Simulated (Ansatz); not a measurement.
# CuO: how settings move the results

Aim, for CuO: test the functional.

Method: DFT r2SCAN, scalar-relativistic, plane waves, PAW for the base; runs at other levels say so in their headings and inputs, unless a step's input says otherwise, in Ansatz 0.2.0.

3 further runs of the same task are left out: 2 that didn't finish, 1 set aside as unsound or not needed.

## 1. The system as given

Symmetry: C2/c, No. 15, monoclinic system. Conventional cell: a = 4.100 Å, b = 4.045 Å, c = 5.176 Å, α = 90.00°, β = 90.27°, γ = 90.00°. Around Cu (site symmetry -1) lie 4 O at 1.94 Å. O (site symmetry 2) has 4 Cu at 1.94 Å in its first shell of neighbours.

The space group C2/c holds at a tolerance of 0.01 Å; at 0.001 Å the coordinates give P-1. Cell or atoms stand a little off a more symmetric structure (P4_2/mmc at a tolerance of 0.3 Å), so results at this geometry aren't those of that ideal crystal.

Structure file:

```
CELL_PARAMETERS angstrom
2.87950 0.00000 0.00000
0.03907 2.87928 0.00000
0.01750 0.01724 5.17634
ATOMIC_POSITIONS crystal
Cu 0.50000 0.00000 0.50000
Cu 0.00000 0.50000 0.00000
O 0.00158 0.99833 0.25011
O 0.99842 0.00167 0.74989
```

Source of the structure: the Materials Project (structure only). It is taken as it stands there.

## 2. The base input

File input.yaml:

```yaml
crystal:
  lattice:
    - [2.8795009639, 0.0, 0.0]
    - [0.039072758, 2.8792794796, 0.0]
    - [0.0174953863, 0.0172449008, 5.1763391994]
  atoms:
    - { symbol: Cu, position: [0.5, 0.0, 0.5], spin: -0.61 }
    - { symbol: Cu, position: [0.0, 0.5, 0.0], spin: 0.61 }
    - { symbol: O, position: [0.00157603, 0.99832822, 0.2501129] }
    - { symbol: O, position: [0.99842397, 0.00167178, 0.7498871] }
basis:
  ecutwfc: 500
kpoints:
  mp_grid: { grid: [14, 14, 8] }
hamiltonian:
  xc: r2scan
scf:
  occupations: { method: gaussian, width: 0.1 }
output:
  forces: true
  stress: true
  eigenvalues: true
  populations: true
  write_density: true
  write_potential: true
  elf: true
  volumetric_format: npy
magnetization:
  spin_polarized: true
```

It was run beforehand and gave: -3599.3640 eV/atom at zero smearing, pressure -0.18 GPa, largest force 0.014 eV/Å, no gap on the mesh, site moments Cu -0.56, Cu +0.56 μB, in 18 SCF cycles and 4.7 min.

## 3. Functional set to LDA

File input.yaml:

```yaml
crystal:
  lattice:
    - [2.8795009639, 0.0, 0.0]
    - [0.039072758, 2.8792794796, 0.0]
    - [0.0174953863, 0.0172449008, 5.1763391994]
  atoms:
    - { symbol: Cu, position: [0.5, 0.0, 0.5], spin: -0.61 }
    - { symbol: Cu, position: [0.0, 0.5, 0.0], spin: 0.61 }
    - { symbol: O, position: [0.00157603, 0.99832822, 0.2501129] }
    - { symbol: O, position: [0.99842397, 0.00167178, 0.7498871] }
basis:
  ecutwfc: 420
kpoints:
  mp_grid: { grid: [14, 14, 8] }
hamiltonian:
  xc: lda
scf:
  occupations: { method: gaussian, width: 0.1 }
output:
  forces: true
  stress: true
  eigenvalues: true
  populations: true
magnetization:
  spin_polarized: true
```

The run is started by

```sh
$ ansatz run input.yaml --threads 1 --pin off --max-ram 2560MiB --backend cpu --events-out ev --progress --plain --runs-dir out
```

## 4. Functional set to PBE

Edit input.yaml of step 3 so:

```diff
@@ -15,3 +15,3 @@
 hamiltonian:
-  xc: lda
+  xc: pbe
 scf:
```

## 5. Functional: PBEsol

Edit input.yaml of step 4 so:

```diff
@@ -15,3 +15,3 @@
 hamiltonian:
-  xc: pbe
+  xc: pbesol
 scf:
```

(Steps that only read results are left out.)

Q: Predict the outcome of the series: the values and the trend.

**Answer**, as computed:

| quantity | value |
| --- | --- |
| gap on the mesh (eV) by functional | r2SCAN: metal; LDA: metal; PBE: metal; PBEsol: metal |

What this shows: No run finds a gap on its mesh. Pressures at the fixed cell order as LDA, PBEsol, r2SCAN, PBE, and so would the relaxed volumes, smallest first. The largest site moment goes from 0.00 μB (LDA) to 0.56 μB (r2SCAN).
